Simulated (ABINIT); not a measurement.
# InAs (F-43m) in ABINIT: settings compared

Aim: see how the results for InAs move with the level of theory and the settings. Levels: PBE, LDA-Teter, BP86. Tasks: equation of state, band structure.

Program: ABINIT 10.8.3 (patched build). These are calculated values, not measurements. Logs are shortened: lines on timing, memory, paths and dates and some standing lists are left out, and cuts for length are marked. The log counts tension as positive stress, the text compression.

**What was measured.**

From a printed reference work, data compilation, for a bulk crystal of InAs at 4.2 K: band gap 0.418 eV (direct).

The results are compared with them further down.

## 1. The crystal as given

Symmetry: F-43m, No. 216, cubic system. The conventional cell has a = 6.036 Å, b = 6.036 Å, c = 6.036 Å, α = 90.00°, β = 90.00°, γ = 90.00°. Around In (site symmetry -43m) lie 4 As at 2.61 Å. Around As (site symmetry -43m) lie 4 In at 2.61 Å.

## 2. Equation of state, PBE

Contents of run.abi:

```
# Datasets: one volume each
ndtset 7
getwfk -1
scalecart1 3*0.9795861087
scalecart2 3*0.9864848297
scalecart3 3*0.9932883884
scalecart4 3*1.0000000000
scalecart5 3*1.0066227096
scalecart6 3*1.0131594038
scalecart7 3*1.0196128224

# Pseudopotentials
pp_dirpath "./"
pseudos "In.GGA_PBE-JTH_sp.xml, As.GGA_PBE-JTH_sp.xml"

# Structure
acell 3*1.0 Angstrom
rprim
     0.0000000000     3.0180000000     3.0180000000
     3.0180000000     0.0000000000     3.0180000000
     3.0180000000     3.0180000000     0.0000000000
ntypat 2
znucl 49 33
natom 2
typat 1 2
xred
     0.0000000000     0.0000000000     0.0000000000
     0.7500000000     0.7500000000     0.7500000000

# Plane-wave basis
ecut 408.170794 eV
pawecutdg 30.0

# k points
kptopt 1
ngkpt 8 8 8
nshiftk 1
shiftk 0.0 0.0 0.0

# Exchange and correlation
ixc 11

# Bands and occupations
nband 8
occopt 3
tsmear 0.00183747

# SCF cycle
nstep 100
tolvrs 1.0e-9

# Output
iomode 3
prtwf 1
prtden 0
prteig 0
prtebands 0
enunit 1
```

Potentials or basis: JTH PAW PBE v2.0 sp.

Started as:

```bash
$ abinit run.abi > log 2>&1
```

run.abo:

```text
.Version 10.8.3 of ABINIT
 DATASET    1 : space group F-4 3 m (#216); Bravais cF (face-center cubic)
================================================================================
 Values of the parameters that define the memory need for DATASET  1.
     intxc =       0    ionmov =       0      iscf =      17    lmnmax =      13
     lnmax =       5     mgfft =      30  mpssoang =       3    mqgrid =    3001
     natom =       2  nloc_mem =       2    nspden =       1   nspinor =       1
    nsppol =       1      nsym =      24    n1xccc =       1    ntypat =       2
    occopt =       3   xclevel =       2
       mpw =         982          nfft =       27000          nkpt =          29
 PAW method is used; the additional fine FFT grid is defined by:
   mgfftf=        40    nfftf =     64000
================================================================================
================================================================================
[... 71 lines left out ...]
 DATASET    7 : space group F-4 3 m (#216); Bravais cF (face-center cubic)
================================================================================
 Values of the parameters that define the memory need for DATASET  7.
     intxc =       0    ionmov =       0      iscf =      17    lmnmax =      13
     lnmax =       5     mgfft =      30  mpssoang =       3    mqgrid =    3001
     natom =       2  nloc_mem =       2    nspden =       1   nspinor =       1
    nsppol =       1      nsym =      24    n1xccc =       1    ntypat =       2
    occopt =       3   xclevel =       2
       mpw =        1101          nfft =       27000          nkpt =          29
 PAW method is used; the additional fine FFT grid is defined by:
   mgfftf=        45    nfftf =     91125
================================================================================
================================================================================

--------------------------------------------------------------------------------
------------- Echo of variables that govern the present computation ------------
--------------------------------------------------------------------------------
 -outvars: echo values of preprocessed input variables --------
            acell      1.8897261259E+00  1.8897261259E+00  1.8897261259E+00 Bohr
              amu      1.14820000E+02  7.49215900E+01
             ecut      1.50000000E+01 Hartree
           enunit           1
           getwfk          -1
              ixc          11
           jdtset        1    2    3    4    5    6    7
         kptrlatt        8    0    0      0    8    0      0    0    8
          kptrlen1     6.32070768E+01
          kptrlen2     6.36522117E+01
          kptrlen3     6.40912064E+01
          kptrlen4     6.45242682E+01
          kptrlen5     6.49515937E+01
          kptrlen6     6.53733691E+01
          kptrlen7     6.57897712E+01
            natom           2
            nband           8
           ndtset           7
            ngfft          30      30      30
          ngfftdg1         40      40      40
          ngfftdg2         40      40      40
          ngfftdg3         40      40      40
          ngfftdg4         40      40      40
          ngfftdg5         45      45      45
          ngfftdg6         45      45      45
          ngfftdg7         45      45      45
             nkpt          29
            nstep         100
             nsym          24
           ntypat           2
           occopt           3
        pawecutdg      3.00000000E+01 Hartree
         pawxcdev           0
           prtden           0
        prtebands           0
           prteig           0
            rprim1     0.0000000000E+00  2.9563908761E+00  2.9563908761E+00
                       2.9563908761E+00  0.0000000000E+00  2.9563908761E+00
                       2.9563908761E+00  2.9563908761E+00  0.0000000000E+00
            rprim2     0.0000000000E+00  2.9772112160E+00  2.9772112160E+00
                       2.9772112160E+00  0.0000000000E+00  2.9772112160E+00
                       2.9772112160E+00  2.9772112160E+00  0.0000000000E+00
            rprim3     0.0000000000E+00  2.9977443562E+00  2.9977443562E+00
                       2.9977443562E+00  0.0000000000E+00  2.9977443562E+00
                       2.9977443562E+00  2.9977443562E+00  0.0000000000E+00
            rprim4     0.0000000000E+00  3.0180000000E+00  3.0180000000E+00
                       3.0180000000E+00  0.0000000000E+00  3.0180000000E+00
                       3.0180000000E+00  3.0180000000E+00  0.0000000000E+00
            rprim5     0.0000000000E+00  3.0379873376E+00  3.0379873376E+00
                       3.0379873376E+00  0.0000000000E+00  3.0379873376E+00
                       3.0379873376E+00  3.0379873376E+00  0.0000000000E+00
            rprim6     0.0000000000E+00  3.0577150807E+00  3.0577150807E+00
                       3.0577150807E+00  0.0000000000E+00  3.0577150807E+00
                       3.0577150807E+00  3.0577150807E+00  0.0000000000E+00
            rprim7     0.0000000000E+00  3.0771914980E+00  3.0771914980E+00
                       3.0771914980E+00  0.0000000000E+00  3.0771914980E+00
                       3.0771914980E+00  3.0771914980E+00  0.0000000000E+00
          spgroup         216
           tolvrs      1.00000000E-09
           tsmear      1.83747000E-03 Hartree
            typat      1  2
           useylm           1
           xangst1     0.0000000000E+00  0.0000000000E+00  0.0000000000E+00
                       4.4345863141E+00  4.4345863141E+00  4.4345863141E+00
           xangst2     0.0000000000E+00  0.0000000000E+00  0.0000000000E+00
                       4.4658168241E+00  4.4658168241E+00  4.4658168241E+00
           xangst3     0.0000000000E+00  0.0000000000E+00  0.0000000000E+00
                       4.4966165343E+00  4.4966165343E+00  4.4966165343E+00
           xangst4     0.0000000000E+00  0.0000000000E+00  0.0000000000E+00
                       4.5270000000E+00  4.5270000000E+00  4.5270000000E+00
           xangst5     0.0000000000E+00  0.0000000000E+00  0.0000000000E+00
                       4.5569810064E+00  4.5569810064E+00  4.5569810064E+00
           xangst6     0.0000000000E+00  0.0000000000E+00  0.0000000000E+00
                       4.5865726210E+00  4.5865726210E+00  4.5865726210E+00
           xangst7     0.0000000000E+00  0.0000000000E+00  0.0000000000E+00
                       4.6157872470E+00  4.6157872470E+00  4.6157872470E+00
            xcart1     0.0000000000E+00  0.0000000000E+00  0.0000000000E+00
                       8.3801536153E+00  8.3801536153E+00  8.3801536153E+00
            xcart2     0.0000000000E+00  0.0000000000E+00  0.0000000000E+00
                       8.4391707259E+00  8.4391707259E+00  8.4391707259E+00
            xcart3     0.0000000000E+00  0.0000000000E+00  0.0000000000E+00
                       8.4973737430E+00  8.4973737430E+00  8.4973737430E+00
            xcart4     0.0000000000E+00  0.0000000000E+00  0.0000000000E+00
                       8.5547901720E+00  8.5547901720E+00  8.5547901720E+00
            xcart5     0.0000000000E+00  0.0000000000E+00  0.0000000000E+00
                       8.6114460630E+00  8.6114460630E+00  8.6114460630E+00
            xcart6     0.0000000000E+00  0.0000000000E+00  0.0000000000E+00
                       8.6673661103E+00  8.6673661103E+00  8.6673661103E+00
            xcart7     0.0000000000E+00  0.0000000000E+00  0.0000000000E+00
                       8.7225737523E+00  8.7225737523E+00  8.7225737523E+00
             xred      0.0000000000E+00  0.0000000000E+00  0.0000000000E+00
                       7.5000000000E-01  7.5000000000E-01  7.5000000000E-01
            znucl       49.00000   33.00000

================================================================================

 chkinp: Checking input parameters for consistency, jdtset=   1.

 chkinp: Checking input parameters for consistency, jdtset=   2.

 chkinp: Checking input parameters for consistency, jdtset=   3.

 chkinp: Checking input parameters for consistency, jdtset=   4.
[... 31 lines left out ...]
 getcut: wavevector=  0.0000  0.0000  0.0000  ngfft=  30  30  30
         ecut(hartree)=     15.000   => boxcut(ratio)=   2.18030

 Fine grid specifications (used for densities):

 getcut: wavevector=  0.0000  0.0000  0.0000  ngfft=  40  40  40
         ecut(hartree)=     30.000   => boxcut(ratio)=   2.05333

--- Pseudopotential description ------------------------------------------------
- pspini: atom type   1  psp file is ./In.GGA_PBE-JTH_sp.xml
 Pseudopotential format is: paw10
 basis_size (lnmax)=  5 (lmn_size= 13), orbitals=   0   0   1   1   2
 Spheres core radius: rc_sph= 2.90115454
 Shapefunction is SIN type: shapef(r)=[sin(pi*r/rshp)/(pi*r/rshp)]**2
 Radius for shape functions =  2.20905649
 Compensation charge density is not taken into account in XC energy/potential

- pspini: atom type   2  psp file is ./As.GGA_PBE-JTH_sp.xml
 Pseudopotential format is: paw10
 basis_size (lnmax)=  4 (lmn_size=  8), orbitals=   0   0   1   1
 Spheres core radius: rc_sph= 2.10391912
 Shapefunction is BESSEL type: shapef(r,l)=aa(1,l)*jl(q(1,l)*r)+aa(2,l)*jl(q(2,l)*r)
 Radius for shape functions =  1.80731519
 Compensation charge density is not taken into account in XC energy/potential

   5.19400645E+02                                ecore*ucvol(ha*bohr**3)
--------------------------------------------------------------------------------

[... 7 lines left out ...]

     iter   Etot(hartree)      deltaE(h)  residm     nres2
 ETOT  1  -8.4770704825175    -8.477E+00 3.798E-02 1.324E+00
 ETOT  2  -8.5046356055435    -2.757E-02 2.754E-03 1.728E-01
 ETOT  3  -8.5037420503327     8.936E-04 7.029E-05 1.283E-02
 ETOT  4  -8.5038532758019    -1.112E-04 1.644E-04 1.235E-03
 ETOT  5  -8.5038782481460    -2.497E-05 2.803E-06 1.635E-04
 ETOT  6  -8.5038809872982    -2.739E-06 8.761E-06 2.937E-05
 ETOT  7  -8.5038819704007    -9.831E-07 8.604E-07 6.517E-07
 ETOT  8  -8.5038819853818    -1.498E-08 4.553E-06 1.813E-08
 ETOT  9  -8.5038819853280     5.377E-11 4.561E-07 2.857E-09
 ETOT 10  -8.5038819854608    -1.328E-10 2.353E-06 6.615E-10
[... 1184 lines left out ...]
 Cartesian components of stress tensor (hartree/bohr^3)
  sigma(1 1)= -5.72286465E-05  sigma(3 2)=  0.00000000E+00
  sigma(2 2)= -5.72286465E-05  sigma(3 1)=  0.00000000E+00
  sigma(3 3)= -5.72286465E-05  sigma(2 1)=  0.00000000E+00

-Cartesian components of stress tensor (GPa)         [Pressure=  1.6837E+00 GPa]
- sigma(1 1)= -1.68372491E+00  sigma(3 2)=  0.00000000E+00
- sigma(2 2)= -1.68372491E+00  sigma(3 1)=  0.00000000E+00
- sigma(3 3)= -1.68372491E+00  sigma(2 1)=  0.00000000E+00

== END DATASET(S) ==============================================================
================================================================================

 -outvars: echo values of variables after computation  --------
            acell      1.8897261259E+00  1.8897261259E+00  1.8897261259E+00 Bohr
           etotal1    -8.5038819855E+00
           etotal2    -8.5063697076E+00
           etotal3    -8.5084107725E+00
           etotal4    -8.5100158026E+00
           etotal5    -8.5112446446E+00
           etotal6    -8.5121401670E+00
           etotal7    -8.5127224613E+00
            fcart1     1.8073808758E-29 -6.0246029192E-30 -6.0246029192E-30
                      -1.8073808758E-29  6.0246029192E-30  6.0246029192E-30
            fcart2    -0.0000000000E+00 -0.0000000000E+00 -0.0000000000E+00
                      -0.0000000000E+00 -0.0000000000E+00 -0.0000000000E+00
            fcart3     2.3765977329E-29  1.1882988665E-29 -4.7531954659E-29
                      -2.3765977329E-29 -1.1882988665E-29  4.7531954659E-29
            fcart4    -0.0000000000E+00 -0.0000000000E+00 -0.0000000000E+00
                      -0.0000000000E+00 -0.0000000000E+00 -0.0000000000E+00
            fcart5    -0.0000000000E+00 -0.0000000000E+00 -0.0000000000E+00
                      -0.0000000000E+00 -0.0000000000E+00 -0.0000000000E+00
            fcart6     3.4949785639E-29 -1.1649928546E-29 -1.1649928546E-29
                      -3.4949785639E-29  1.1649928546E-29  1.1649928546E-29
            fcart7     1.0418573561E-28  5.7880964229E-29 -2.1994766407E-28
                      -1.0418573561E-28 -5.7880964229E-29  2.1994766407E-28
            rprim1     0.0000000000E+00  2.9563908761E+00  2.9563908761E+00
[... 30 lines left out ...]
           strten6    -9.6427979278E-05 -9.6427979278E-05 -9.6427979278E-05
                       0.0000000000E+00  0.0000000000E+00  0.0000000000E+00
           strten7    -5.7228646524E-05 -5.7228646524E-05 -5.7228646524E-05
                       0.0000000000E+00  0.0000000000E+00  0.0000000000E+00
           xangst1     0.0000000000E+00  0.0000000000E+00  0.0000000000E+00
                       4.4345863141E+00  4.4345863141E+00  4.4345863141E+00
           xangst2     0.0000000000E+00  0.0000000000E+00  0.0000000000E+00
                       4.4658168241E+00  4.4658168241E+00  4.4658168241E+00
           xangst3     0.0000000000E+00  0.0000000000E+00  0.0000000000E+00
                       4.4966165343E+00  4.4966165343E+00  4.4966165343E+00
           xangst4     0.0000000000E+00  0.0000000000E+00  0.0000000000E+00
                       4.5270000000E+00  4.5270000000E+00  4.5270000000E+00
           xangst5     0.0000000000E+00  0.0000000000E+00  0.0000000000E+00
                       4.5569810064E+00  4.5569810064E+00  4.5569810064E+00
           xangst6     0.0000000000E+00  0.0000000000E+00  0.0000000000E+00
                       4.5865726210E+00  4.5865726210E+00  4.5865726210E+00
           xangst7     0.0000000000E+00  0.0000000000E+00  0.0000000000E+00
                       4.6157872470E+00  4.6157872470E+00  4.6157872470E+00
             xred      0.0000000000E+00  0.0000000000E+00  0.0000000000E+00
                       7.5000000000E-01  7.5000000000E-01  7.5000000000E-01
 Calculation completed.
```

Wall time 44 s (1 thread of Arm Neoverse V2, shared host); peak memory 0.14 GiB.

What came out:

| Quantity | Value |
| --- | --- |
| Equilibrium volume | 30.08 Å³/atom (rough: see the caveat) |
| Bulk modulus | 51 GPa (rough) |

Energy against volume, from the lowest point:
| volume (Å³/atom) | energy (meV/atom) |
| --- | --- |
| 25.840 | 120.28 |
| 26.389 | 86.43 |
| 26.939 | 58.66 |
| 27.489 | 36.83 |
| 28.039 | 20.11 |
| 28.588 | 7.92 |
| 29.138 | 0.00 |

Caveat: the cutoff is too short for stress, so the log's stress isn't used; pressures at fixed basis lie under the slope of the energies; the minimum lies outside the volumes run; this set keeps more shells in the core, which shifts pressures and gaps; the atomic spheres overlap.

## 3. Band structure, LDA-Teter

Contents of run.abi:

```
ndtset 2

pp_dirpath "./"
pseudos "In.LDA_PW-JTH_sp.xml, As.LDA_PW-JTH_sp.xml"

acell 3*1.0
rprim
     0.0000000000     5.7031934441     5.7031934441
     5.7031934441     0.0000000000     5.7031934441
     5.7031934441     5.7031934441     0.0000000000
ntypat 2
znucl 49 33
natom 2
typat 1 2
xcart
     0.0000000000     0.0000000000     0.0000000000
     8.5547901662     8.5547901662     8.5547901662

ecut 15.0
pawecutdg 30.0

ixc 1

occopt 3
tsmear 0.00183747

nstep 100

iomode 3
prtwf 0
prteig 0
prtebands 0
enunit 1
prtden1 1

kptopt1 1
ngkpt1 8 8 8
nshiftk1 1
shiftk1 0.0 0.0 0.0
nband1 8
tolvrs1 1.0e-9

iscf2 -2
getden2 1
nband2 12
nbdbuf2 2
tolwfr2 1.0e-12
kptopt2 -9
ndivsm2 6
prteig2 1
prtvol2 -3
kptbounds2
     0.0000000000     0.0000000000     0.0000000000
     0.5000000000     0.0000000000     0.5000000000
     0.5000000000     0.2500000000     0.7500000000
     0.3750000000     0.3750000000     0.7500000000
     0.0000000000     0.0000000000     0.0000000000
     0.5000000000     0.5000000000     0.5000000000
     0.6250000000     0.2500000000     0.6250000000
     0.5000000000     0.2500000000     0.7500000000
     0.5000000000     0.5000000000     0.5000000000
     0.3750000000     0.3750000000     0.7500000000
```

Potentials or basis: JTH PAW LDA v2.0 sp.

Started as:

```bash
$ abinit run.abi > log 2>&1
```

Wall time 21 s (1 thread of Arm Neoverse V2, shared host); peak memory 0.11 GiB.

Results (log left out):

```
Free energy            : -235.6066 eV
Pressure               : 1.1 GPa
Band gap on the k mesh : none (metal or under the smearing width)
```

Levels at the corners of the path, in eV from the Fermi level:
| point | band 1 | band 2 | band 3 | band 4 | band 5 | band 6 | band 7 | band 8 | band 9 |
| --- | --- | --- | --- | --- | --- | --- | --- | --- | --- |
| Γ | -12.01 | -0.38 | -0.05 | -0.05 | -0.05 | 3.84 | 3.84 | 3.84 | 7.33 |
| X | -10.21 | -5.99 | -2.40 | -2.40 | 1.38 | 1.92 | 9.11 | 9.18 | 9.18 |
| W | -10.18 | -5.83 | -3.08 | -2.97 | 4.17 | 4.21 | 4.91 | 5.99 | 9.63 |
| K | -10.24 | -5.84 | -3.39 | -2.02 | 1.97 | 4.21 | 7.23 | 7.41 | 7.66 |
| Γ | -12.01 | -0.38 | -0.05 | -0.05 | -0.05 | 3.84 | 3.84 | 3.84 | 7.33 |
| L | -10.73 | -5.90 | -1.05 | -1.05 | 0.79 | 4.62 | 4.62 | 6.75 | 8.94 |
| U | -10.24 | -5.84 | -3.39 | -2.02 | 1.97 | 4.21 | 7.23 | 7.41 | 7.66 |
| W | -10.18 | -5.83 | -3.08 | -2.97 | 4.17 | 4.21 | 4.91 | 5.99 | 9.63 |
| L | -10.73 | -5.90 | -1.05 | -1.05 | 0.79 | 4.62 | 4.62 | 6.75 | 8.94 |
| K | -10.24 | -5.84 | -3.39 | -2.02 | 1.97 | 4.21 | 7.23 | 7.41 | 7.66 |

Caveat: spin-orbit coupling is left out, which moves the levels of the heavy elements; this set keeps more shells in the core, which shifts pressures and gaps; this crystal is a semiconductor, whose small gap the functional closes, so the metal is an error of the method; the atomic spheres overlap.

[end of part 1 of 2]
